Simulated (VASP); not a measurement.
# SiO2 (Stishovite) (P4_2/mnm) in VASP: a series of runs

One crystal, SiO2 (Stishovite), is run at these levels: LDA; tasks: relaxation of cell and atoms.

Program: VASP 6.6.1. These are calculated values, not measurements. Logs are shortened: lines on timing, memory, paths and dates and some standing lists are left out, and cuts for length are marked.

**1. The structure**

Symmetry: P4_2/mnm, No. 136, tetragonal system. Conventional cell: a = 4.177 Å, b = 4.177 Å, c = 2.665 Å, α = 90.00°, β = 90.00°, γ = 90.00°. Si (site symmetry mmm) has 6 O at 1.76 to 1.81 Å as nearest neighbours. O (site symmetry m2m) has 3 Si at 1.76 to 1.81 Å as nearest neighbours.

**2. Relaxation of cell and atoms, LDA**

Input file INCAR:

```
SYSTEM = SiO2
  PREC = Accurate
  ENCUT = 600
  EDIFF = 1E-6
  ISMEAR = 0
  SIGMA = 0.03
  LREAL = .False.
  LASPH = .True.
  NELM = 80
  ALGO = Normal
  ISIF = 3
  LWAVE = .False.
  LCHARG = .False.
  IBRION = 2
  NSW = 90
  EDIFFG = -0.01
  KPAR = 2
```

Input file KPOINTS:

```
regular mesh
0
Gamma
  8 8 10
  0 0 0
```

Input file POSCAR:

```
SiO2
1.0
    4.1773000000      0.0000000000      0.0000000000
    0.0000000000      4.1773000000      0.0000000000
    0.0000000000      0.0000000000      2.6652000000
Si O
2 4
Direct
    0.0000000000      0.0000000000      0.0000000000
    0.5000000000      0.5000000000      0.5000000000
    0.3059000000      0.3059000000      0.0000000000
    0.1941000000      0.8059000000      0.5000000000
    0.6941000000      0.6941000000      0.0000000000
    0.8059000000      0.1941000000      0.5000000000
```

Potentials or basis: VASP PAW LDA potentials, release 64 (Si, O).

On the command line:

```bash
$ cat potpaw_LDA.64/Si/POTCAR potpaw_LDA.64/O/POTCAR > POTCAR
$ mpirun -np 2 vasp_std > vasp.out
```

OUTCAR:

```text
SYSTEM = SiO2
   PREC = Accurate
   ENCUT = 600
   EDIFF = 1E-6
   ISMEAR = 0
   LREAL = .False.
   LASPH = .True.
   NELM = 80
   ISIF = 3
   IBRION = 2
   NSW = 90
   EDIFFG = -0.01

 ion  position               nearest neighbor table
   1  0.000  0.000  0.000-   4 1.76   6 1.76   4 1.76   6 1.76   5 1.81   3 1.81
   2  0.500  0.500  0.500-   3 1.76   5 1.76   3 1.76   5 1.76   4 1.81   6 1.81
   3  0.306  0.306  0.000-   2 1.76   2 1.76   1 1.81
   4  0.194  0.806  0.500-   1 1.76   1 1.76   2 1.81
   5  0.694  0.694  0.000-   2 1.76   2 1.76   1 1.81
   6  0.806  0.194  0.500-   1 1.76   1 1.76   2 1.81

  LATTYP: Found a simple tetragonal cell.
 ALAT       =     4.1773000000
 C/A-ratio  =     0.6380197735

  Lattice vectors:

 A1 = (   4.1773000000,   0.0000000000,   0.0000000000)
 A2 = (   0.0000000000,   4.1773000000,   0.0000000000)
 A3 = (   0.0000000000,   0.0000000000,   2.6652000000)

Analysis of symmetry for initial positions (statically):
=====================================================================
 Subroutine PRICEL returns:
 Original cell was already a primitive cell.

 Routine SETGRP: Setting up the symmetry group for a
 simple tetragonal supercell.

 Subroutine GETGRP returns: Found 16 space group operations
 (whereof  8 operations were pure point group operations)
 out of a pool of 16 trial point group operations.

The static configuration has the point symmetry D_2h.
 The point group associated with its full space group is D_4h.

Analysis of symmetry for dynamics (positions and initial velocities):
=====================================================================
 Subroutine PRICEL returns:
 Original cell was already a primitive cell.

 Routine SETGRP: Setting up the symmetry group for a
 simple tetragonal supercell.

 Subroutine GETGRP returns: Found 16 space group operations
 (whereof  8 operations were pure point group operations)
 out of a pool of 16 trial point group operations.

The dynamic configuration has the point symmetry D_2h.
 The point group associated with its full space group is D_4h.

 Subroutine INISYM returns: Found 16 space group operations
 (whereof  8 operations are pure point group operations),
 and found     1 'primitive' translations

----------------------------------------------------------------------------------------

                                     Primitive cell

  volume of cell :      46.5073

  direct lattice vectors                    reciprocal lattice vectors
     4.177300000  0.000000000  0.000000000     0.239389079  0.000000000  0.000000000
     0.000000000  4.177300000  0.000000000     0.000000000  0.239389079  0.000000000
     0.000000000  0.000000000  2.665200000     0.000000000  0.000000000  0.375206363

  length of vectors
     4.177300000  4.177300000  2.665200000     0.239389079  0.239389079  0.375206363

  position of ions in fractional coordinates (direct lattice)
     0.000000000  0.000000000  0.000000000
     0.500000000  0.500000000  0.500000000
     0.305900000  0.305900000  0.000000000
     0.194100000  0.805900000  0.500000000
     0.694100000  0.694100000  0.000000000
     0.805900000  0.194100000  0.500000000

  ion indices of the primitive-cell ions
   primitive index   ion index
                 1           1
                 2           2
                 3           3
                 4           4
                 5           5
                 6           6

----------------------------------------------------------------------------------------

 KPOINTS: regular mesh

Automatic generation of k-mesh.
 Grid dimensions read from file:
 generate k-points for:    8    8   10

 Generating k-lattice:

  Cartesian coordinates                     Fractional coordinates (reciprocal lattice)
     0.029923635  0.000000000  0.000000000     0.125000000  0.000000000  0.000000000
     0.000000000  0.029923635  0.000000000     0.000000000  0.125000000  0.000000000
     0.000000000  0.000000000  0.037520636     0.000000000  0.000000000  0.100000000

  Length of vectors
     0.029923635  0.029923635  0.037520636

  Shift w.r.t. Gamma in fractional coordinates (k-lattice)
     0.000000000  0.000000000  0.000000000

 Subroutine IBZKPT returns following result:
 ===========================================

 Found     90 irreducible k-points:

 Following reciprocal coordinates:
            Coordinates               Weight
  0.000000  0.000000  0.000000      1.000000
  0.125000  0.000000  0.000000      4.000000
  0.250000  0.000000  0.000000      4.000000
  0.375000  0.000000  0.000000      4.000000
  0.500000  0.000000  0.000000      2.000000
  0.125000  0.125000  0.000000      4.000000
[... 16 lines left out ...]
  0.375000  0.125000  0.100000     16.000000
  0.500000  0.125000  0.100000      8.000000
 [... further k-points ...]
   k-points           NKPTS =     90   k-points in BZ     NKDIM =     90   number of bands    NBANDS=     20
   number of dos      NEDOS =    301   number of ions     NIONS =      6
   total plane-waves  NPLWV =  31104
   dimension x,y,z NGX =    36 NGY =   36 NGZ =   24
   dimension x,y,z NGXF=    72 NGYF=   72 NGZF=   48
   ions per type =               2   4
   NGX,Y,Z   is equivalent  to a cutoff of  14.33, 14.33, 14.97 a.u.
   NGXF,Y,Z  is equivalent  to a cutoff of  28.65, 28.65, 29.94 a.u.
 SYSTEM =  SiO2
   PREC   = accura    normal or accurate (medium, high low for compatibility)
   ISTART =      0    job   : 0-new  1-cont  2-samecut
   ICHARG =      2    charge: 1-file 2-atom 10-const
   ISPIN  =      1    spin polarized calculation?
   LNONCOLLINEAR =      F non collinear calculations
   LSORBIT =      F    spin-orbit coupling
   LASPH  =      T    aspherical Exc in radial PAW
   ENCUT  =  600.0 eV  44.10 Ry    6.64 a.u.   8.34  8.34  5.32*2*pi/ulx,y,z
   NELM   =     80;   NELMIN=  2; NELMDL= -5     # of ELM steps
   EDIFF  = 0.1E-05   stopping-criterion for ELM
   LREAL  =      F    real-space projection
   EDIFFG = -.1E-01   stopping-criterion for IOM
   NSW    =     90    number of steps for IOM
   IBRION =      2    ionic relax: 0-MD 1-quasi-New 2-CG
   NFREE  =      1    steps in history (QN), initial steepest desc. (CG)
   ISIF   =      3    stress and relaxation
   ISYM   =      2    0-nonsym 1-usesym 2-fastsym
   POTIM  = 0.5000    time-step for ionic-motion
   TEBEG  =    0.0;   TEEND  =   0.0 temperature during run
   PSTRESS=    0.0 pullay stress
   NELECT =      32.0000    total number of electrons
   NUPDOWN=      -1.0000    fix difference up-down
   EMIN   =  10.00;   EMAX   =-10.00  energy-range for DOS
   EFERMI =   0.00;   METHOD = LEGACY
   ISMEAR =     0;   SIGMA  =   0.03  broadening in eV -4-tet -1-fermi 0-gaus
   EFERMI_NEDOS =   21; number of points for ismear=-14 and -15
   IALGO  =     38    algorithm
   IMIX   =      4    mixing-type and parameters
     AMIX     =   0.40;   BMIX     =  1.00
     AMIX_MAG =   1.60;   BMIX_MAG =  1.00
  volume/ion in A,a.u.               =       7.75        52.31
  Fermi-wavevector in a.u.,A,eV,Ry     =   1.445277  2.731178 28.420200  2.088826
  Thomas-Fermi vector in A             =   2.563477
   LORBIT       =      0    0 simple, 1 ext, 2 COOP (PROOUT), +10 PAW based schemes
   GGA     = CA    functional components
   LHFCALC =     F    Hartree Fock is set to
   AEXX    =    0.0000 exact exchange contribution
   IVDW    =     0    specifies the selected vdW correction
   LEPSILON=     F    determine dielectric tensor
   LRPA    =     F    only Hartree local field effects (RPA)
 conjugate gradient relaxation of ions
 non-spin polarized calculation
 Gauss-broadening in eV      SIGMA  =   0.03
  energy-cutoff  :      600.00
  volume of cell :       46.51
 maximum number of plane-waves:      1576
 NGX is ok and might be reduce to    36
   NGX = 17   NGY = 17   NGZ = 11

--------------------------------------- Ionic step        1  -------------------------------------------

 number of electron      32.0000002 magnetization

 Free energy of the ion-electron system (eV)
  ---------------------------------------------------
  ext. energy  EPLUGINS =         0.00000000
  ---------------------------------------------------
  free energy    TOTEN  =       -51.98347080 eV

  energy without entropy =      -51.98347080  energy(sigma->0) =      -51.98347080

------------------------ aborting loop because EDIFF is reached ----------------------------------------

  FORCE on cell =-STRESS in cart. coord.  units (eV):
  Direction    XX          YY          ZZ          XY          YZ          ZX
  --------------------------------------------------------------------------------------
  -------------------------------------------------------------------------------------
  Total       -1.0423177     -1.0423177     -0.5390269      0.0000000      0.0000000      0.0000000
  in kB      -35.9078637    -35.9078637    -18.5694872      0.0000000      0.0000000      0.0000000
  external PRESSURE =     -30.1284049 kB  Pullay stress =       0.0000000 kB
[... 105 lines left out ...]
  energy  without entropy=      -51.9882176569  energy(sigma->0) =      -51.98821766

--------------------------------------- Ionic step        4  -------------------------------------------

 number of electron      31.9999997 magnetization

 Free energy of the ion-electron system (eV)
  ---------------------------------------------------
  ext. energy  EPLUGINS =         0.00000000
  ---------------------------------------------------
  free energy    TOTEN  =       -51.98923418 eV

  energy without entropy =      -51.98923418  energy(sigma->0) =      -51.98923418

 E-fermi :   8.4057     XC(G=0): -12.7975

 val. band max:        8.2824807328   @ k =   0.0000   0.0000   0.0000
 cond. band min:      14.0654024338   @ k =   0.0000   0.0000   0.0000
 fundamental gap:      5.7829217010
 Fermi energy:         8.4057048811

 k-point     1 :       0.0000    0.0000    0.0000
  band No.  band energies     occupation
      1     -14.2636      2.00000
      2     -10.4525      2.00000
      3     -10.4525      2.00000
      4     -10.1688      2.00000
      5      -2.7548      2.00000
      6       1.6932      2.00000
[... 12 lines left out ...]
     19      16.6122      0.00000
[... 513 lines left out ...]
      4      -9.9757      2.00000
      5      -0.9565      2.00000
      6      -0.9565      2.00000
[... 12 lines left out ...]
     19      17.8564      0.00000
     20      17.8564      0.00000

 [... further k-points ...]

------------------------ aborting loop because EDIFF is reached ----------------------------------------

  FORCE on cell =-STRESS in cart. coord.  units (eV):
  Direction    XX          YY          ZZ          XY          YZ          ZX
  --------------------------------------------------------------------------------------
  -------------------------------------------------------------------------------------
  Total       -0.0119770     -0.0119770      0.0496382      0.0000000      0.0000000      0.0000000
  in kB       -0.4171507     -0.4171507      1.7288702      0.0000000      0.0000000      0.0000000
  external PRESSURE =       0.2981896 kB  Pullay stress =       0.0000000 kB
[... 21 lines left out ...]
  FREE ENERGIE OF THE ION-ELECTRON SYSTEM (eV)
  ---------------------------------------------------
  free  energy   TOTEN  =       -51.9892341835 eV

  energy  without entropy=      -51.9892341835  energy(sigma->0) =      -51.98923418

 reached required accuracy - stopping structural energy minimisation
```

Run time: 90 s. Hardware: 2 MPI ranks of Intel Xeon Platinum 8259CL at 2.50GHz (Skylake/Cascade Lake), shared host; peak memory 0.2 GiB.

What came out:

```yaml
Free_energy: -51.9892 eV
Relaxed_volume: 7.67 Å³/atom
Relaxed_cell: a = 4.154 Å, b = 4.154 Å, c = 2.665 Å, α = 90.00°, β = 90.00°, γ = 90.00°
Space_group_after_relaxing_to_0.05_Å: P4_2/mnm (No. 136)
Energy_gained_by_relaxing: 1.0 meV/atom
Ionic_steps: 4
Pressure_after_relaxing: 0.0 GPa
Largest_force_after_relaxing: 0.009 eV/Å
Band_gap_on_the_k_mesh: 5.78 eV, direct
```

Forces on the atoms (eV/Å):
```
Si   0.000  0.000  0.000
Si   0.000  0.000  0.000
O    0.006  0.006  0.000
O   -0.006  0.006  0.000
O   -0.006 -0.006  0.000
O    0.006 -0.006  0.000
```

Stress tensor (GPa, compression positive):
```
-0.04  0.00  0.00
 0.00 -0.04  0.00
 0.00  0.00  0.17
```

The path:
| step | energy change (eV) | largest force (eV/Å) | pressure (GPa) | volume (Å³) |
| --- | --- | --- | --- | --- |
| 1 | 0.0000 | 0.0031 | -3.01 | 46.51 |
| 2 | 0.0012 | 0.1675 | 3.89 | 45.53 |
| 3 | -0.0047 | 0.0770 | 0.19 | 46.05 |
| 4 | -0.0058 | 0.0090 | 0.03 | 46.00 |

Final structure:
```xyz
6
Lattice="4.1545 0.0000 0.0000 0.0000 4.1545 0.0000 0.0000 0.0000 2.6652" Properties=species:S:1:pos:R:3 pbc="T T T"
Si    4.1545    4.1545    0.0000
Si    2.0772    2.0772    1.3326
O     1.2686    1.2686    0.0000
O     0.8087    3.3458    1.3326
O     2.8859    2.8859    2.6652
O     3.3458    0.8087    1.3326
```

A k mesh can miss the band edges. LDA usually gives volumes a few per cent too small.

**3. Relaxation of cell and atoms, LDA**

This run uses another cell than the first one, of 7.67 Å³/atom, 0.989 times its volume.

INCAR, as its differences from that of step 2:

```diff
@@ -3,3 +3,3 @@
   ENCUT = 600
-  EDIFF = 1E-6
+  EDIFF = 1E-7
   ISMEAR = 0
@@ -15,3 +15,3 @@
   NSW = 90
-  EDIFFG = -0.01
+  EDIFFG = -0.005
   KPAR = 2
```

KPOINTS is that of step 2.

Input file POSCAR:

```
SiO2                                    
1.0
    4.1544836962      0.0000000000      0.0000000000
    0.0000000000      4.1544836962      0.0000000000
    0.0000000000      0.0000000000      2.6652003469
  Si              O             
     2     4
Direct
     1.0000000000000000    1.0000000000000000    0.0000000000000000
     0.5000000000000000    0.5000000000000000    0.5000000000000000
     0.3053501034732652    0.3053501034732652    0.0000000000000000
     0.1946498965267348    0.8053501034732652    0.5000000000000000
     0.6946498965267348    0.6946498965267348    1.0000000000000000
     0.8053501034732652    0.1946498965267348    0.5000000000000000
```

Potentials or basis: VASP PAW LDA potentials, release 64 (Si, O).

On the command line:

```bash
$ cat potpaw_LDA.64/Si/POTCAR potpaw_LDA.64/O/POTCAR > POTCAR
$ mpirun -np 2 vasp_std > vasp.out
```

Run time: 63 s. Hardware: 2 MPI ranks of Intel Xeon Platinum 8259CL at 2.50GHz (Skylake/Cascade Lake), shared host; peak memory 0.2 GiB.

The run converged. Its results:

```
Free energy                            : -51.9869 eV
Relaxed volume                         : 7.67 Å³/atom
Relaxed cell                           : a = 4.154 Å, b = 4.154 Å, c = 2.666 Å, α = 90.00°, β = 90.00°, γ = 90.00°
Space group after relaxing (to 0.05 Å) : P4_2/mnm (No. 136)
Energy gained by relaxing              : 0.0 meV/atom
Ionic steps                            : 3
Pressure after relaxing                : 0.0 GPa
Band gap on the k mesh                 : 5.78 eV, direct
```

Final structure:
```cif
data_structure
_symmetry_space_group_name_H-M 'P 1'
_symmetry_Int_Tables_number 1
_cell_length_a 4.1544
_cell_length_b 4.1544
_cell_length_c 2.6660
_cell_angle_alpha 90.000
_cell_angle_beta 90.000
_cell_angle_gamma 90.000
_cell_volume 46.01
loop_
_atom_site_label
_atom_site_type_symbol
_atom_site_fract_x
_atom_site_fract_y
_atom_site_fract_z
_atom_site_occupancy
Si1 Si 0.00000 0.00000 0.00000 1
Si2 Si 0.50000 0.50000 0.50000 1
O1 O 0.30540 0.30540 0.00000 1
O2 O 0.19460 0.80540 0.50000 1
O3 O 0.69460 0.69460 0.00000 1
O4 O 0.80540 0.19460 0.50000 1
```

Levels at points of the mesh, in eV from the valence-band top:
```tsv
k point	band 13	band 14	band 15	band 16	band 17	band 18	band 19	band 20
(0.00, 0.00, 0.00)	-2.56	-0.91	-0.91	0.00	5.78	6.41	8.32	8.32
(0.50, 0.00, 0.00)	-2.77	-2.77	-1.09	-1.09	7.71	7.71	8.89	8.89
(0.50, 0.50, 0.00)	-2.78	-2.78	-2.35	-2.35	7.37	7.37	9.91	9.91
(0.00, 0.00, 0.50)	-3.25	-3.25	-2.76	-2.76	9.05	9.05	12.48	12.48
(0.50, 0.00, 0.50)	-2.35	-2.35	-1.83	-1.83	8.69	8.69	9.87	9.87
(0.50, 0.50, 0.50)	-1.79	-1.79	-1.60	-1.60	7.15	7.15	10.88	10.88
```

A k mesh can miss the band edges. LDA gaps usually lie below the measured ones, often by a third to a half.

**4. Relaxation of cell and atoms, LDA, target pressure 15 GPa, at which the enthalpy is minimised**

Input file INCAR:

```
PREC = Accurate
ENCUT = 600
EDIFF = 1E-6
ISMEAR = 0
SIGMA = 0.03
LREAL = False
LASPH = True
NELM = 80
ALGO = Normal
ISIF = 3
LWAVE = False
LCHARG = False
GGA = CA
IBRION = 2
NSW = 90
EDIFFG = -0.01
PSTRESS = 150.0
KPAR = 2
```

Input file KPOINTS:

```
Automatic mesh
0
Gamma
  8 8 10
```

Input file POSCAR:

```
SiO2
1.0
    4.1773000000      0.0000000000      0.0000000000
    0.0000000000      4.1773000000      0.0000000000
    0.0000000000      0.0000000000      2.6652000000
Si O
2 4
Direct
    0.0000000000      0.0000000000      0.0000000000
    0.5000000000      0.5000000000      0.5000000000
    0.3059000000      0.3059000000      0.0000000000
    0.1941000000      0.8059000000      0.5000000000
    0.6941000000      0.6941000000      0.0000000000
    0.8059000000      0.1941000000      0.5000000000
```

On the command line:

```bash
$ cat potpaw_LDA.64/Si/POTCAR potpaw_LDA.64/O/POTCAR > POTCAR
$ mpirun -np 2 vasp_std > vasp.out
```

Run time: 2.7 min. Hardware: 2 MPI ranks of Intel Xeon Platinum 8488C (Sapphire Rapids), shared host; peak memory 0.2 GiB.

Results (log left out):

```yaml
Free_energy: -51.9029 eV
Relaxed_volume: 7.34 Å³/atom
Relaxed_cell: a = 4.086 Å, b = 4.086 Å, c = 2.639 Å, α = 90.00°, β = 90.00°, γ = 90.00°
Space_group_after_relaxing_to_0.05_Å: P4_2/mnm (No. 136)
Energy_change_on_relaxing_the_enthalpy_is_what_falls: +13.4 meV/atom
Ionic_steps: 8
Pressure_after_relaxing: 14.8 GPa
Largest_force_after_relaxing: 0.004 eV/Å
Band_gap_on_the_k_mesh: 6.48 eV, direct
```

Forces on the atoms (eV/Å):
```
Si   0.000  0.000  0.000
Si   0.000  0.000  0.000
O    0.003  0.003  0.000
O   -0.003  0.003  0.000
O   -0.003 -0.003  0.000
O    0.003 -0.003  0.000
```

Step by step:
| step | energy change (eV) | largest force (eV/Å) | pressure (GPa) | volume (Å³) |
| --- | --- | --- | --- | --- |
| 1 | 0.0000 | 0.0031 | -3.01 | 46.51 |
| 2 | 0.7414 | 1.0119 | 51.27 | 40.88 |
| 3 | 0.0756 | 0.3589 | 14.66 | 44.26 |
| 4 | 0.0797 | 0.3669 | 15.06 | 44.21 |
| 5 | 0.0905 | 0.1570 | 15.35 | 43.97 |
| 6 | 0.0850 | 0.0466 | 15.24 | 44.02 |
| 7 | 0.0798 | 0.0054 | 14.74 | 44.07 |
| 8 | 0.0806 | 0.0040 | 14.84 | 44.06 |

Final structure:
```
Si O
1.0
     4.08575    0.00000    0.00000
     0.00000    4.08575    0.00000
     0.00000    0.00000    2.63948
Si O
2 4
Direct
  0.00000 0.00000 0.00000
  0.50000 0.50000 0.50000
  0.30397 0.30397 0.00000
  0.19603 0.80397 0.50000
  0.69603 0.69603 0.00000
  0.80397 0.19603 0.50000
```

Levels at points of the mesh, in eV from the valence-band top:
```tsv
k point	band 14	band 15	band 16	band 17	band 18	band 19
(0.00, 0.00, 0.00)	-0.94	-0.94	0.00	6.48	6.51	8.56
(0.50, 0.00, 0.00)	-2.86	-1.12	-1.12	8.18	8.18	9.17
(0.50, 0.50, 0.00)	-2.97	-2.49	-2.49	7.85	7.85	10.26
(0.00, 0.00, 0.50)	-3.52	-2.91	-2.91	9.62	9.62	12.88
(0.50, 0.00, 0.50)	-2.44	-1.94	-1.94	9.08	9.08	10.41
(0.50, 0.50, 0.50)	-1.82	-1.72	-1.72	7.61	7.61	11.27
```

Caveat: the cell is relaxed towards a set pressure, so the enthalpy falls and the energy may rise.
